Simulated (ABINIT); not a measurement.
B:

```
CELL_PARAMETERS angstrom
2.34611 0.00000 0.00000
0.00000 2.34611 0.00000
0.00000 0.00000 1.58579
ATOMIC_POSITIONS crystal
B 0.50000 0.50000 0.50000
```

The cell was built by a generator and needn't be a form met in nature.

Base run:

- Program: ABINIT 10.8.3 (patched build)
- Functional: PBE
- Potentials or basis: JTH PAW PBE v2.0
- Cutoff: 490 eV
- k mesh: 11 × 11 × 16
- Occupations: fermi-dirac, width 0.05 eV
- Spin: no spin polarisation

Its results: band gap on the k mesh none (metal or under the smearing width); pressure -0.4 GPa.

Q: The run is repeated on the same cell with these changes: functional from PBE to BLYP. What comes out?

A: Band gap on the k mesh none (metal or under the smearing width); pressure 3.4 GPa.

BLYP binds less tightly than PBE, so the same cell stands under more pressure.

Caveats: the PAW data sets were made with another functional, which shifts forces and pressure a little (some runs).

Not every run made on this cell is shown here.
